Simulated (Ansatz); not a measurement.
Al2O3:

```
CELL_PARAMETERS angstrom
4.61378 0.00000 0.00000
0.00000 9.56328 0.00000
0.00000 0.00000 3.11986
ATOMIC_POSITIONS crystal
Al 0.98298 0.82457 0.00000
Al 0.01702 0.17543 0.00000
Al 0.48297 0.67543 0.50000
Al 0.51702 0.32457 0.50000
O 0.50000 0.50000 0.50000
O 0.12363 0.75305 0.50000
O 0.37637 0.25305 0.00000
O 0.62364 0.74695 0.00000
O 0.00000 0.00000 0.00000
O 0.87636 0.24695 0.50000
```

Measurements of this composition are mostly on another form, of space group No. 167.

Base run:

| Quantity | Value |
| --- | --- |
| Program | Ansatz 0.2.0 |
| Functional | LDA |
| Potentials or basis | Ansatz PAW |
| Cutoff | 420 eV (not typed: the program's choice for these potentials) |
| k mesh | 5 × 3 × 7 |
| Occupations | fermi-dirac, width 0.05 eV |
| Spin | no spin polarisation |

Its results: band gap on the k mesh 3.36 eV, direct; pressure -6.5 GPa; largest force 0.203 eV/Å.

Question: The run is repeated on the same cell with these changes: functional from LDA to PBE. What comes out?

Answer: Band gap on the k mesh 3.52 eV, direct; pressure 0.0 GPa; largest force 0.190 eV/Å.

PBE binds less tightly than LDA, so the same cell stands under more pressure.

Caveats: the PAW data sets come from PBE, with cores solved anew for the run's functional, which leaves a small shift of forces and pressure (some runs).
